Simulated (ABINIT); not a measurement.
Runs of ABINIT 10.8.3 (patched build) on CuO (Tenorite). Symmetry: C2/c, No. 15, monoclinic system. Conventional cell: a = 4.684 Å, b = 3.423 Å, c = 5.129 Å, α = 90.00°, β = 99.54°, γ = 90.00°. Cu (site symmetry -1) has 4 O at 1.95 to 1.96 Å as nearest neighbours. O (site symmetry 2) has 4 Cu at 1.95 to 1.96 Å as nearest neighbours. 

```csv
level,potentials or basis,k mesh,mesh quality,gap on the mesh (eV),largest force (eV/Å)
LDA,JTH PAW LDA v2.0,6 × 6 × 3,coarse,none,0.46
PBEsol,JTH PAW PBE v2.0,4 × 4 × 2,coarse,none,(a)
LDA,JTH PAW LDA v2.0,8 × 8 × 4,not flagged,none,0.47
LDA,JTH PAW LDA v2.0,4 × 4 × 2,coarse,none,0.47
PBEsol,JTH PAW PBE v2.0,6 × 6 × 3,coarse,none,0.34
```

Alike in all rows: task single point; no spin polarisation; cell as given; cutoff (eV) 626; smearing fermi-dirac 0.05 eV.

Problem. Fill in the values left out.

Solution. (a) 0.35.

Caveats: some runs use coarse meshes; the run has no spin polarisation, though such a crystal can be magnetic; semilocal functionals often make such compounds metallic where correlation or magnetic order opens a gap, which also shifts bond lengths; the PAW data sets were made with another functional, which shifts forces and pressure a little (some runs).

A gap of «none» marks a metal or a gap under the smearing width.

Runs at the PBE level aren't shown here.
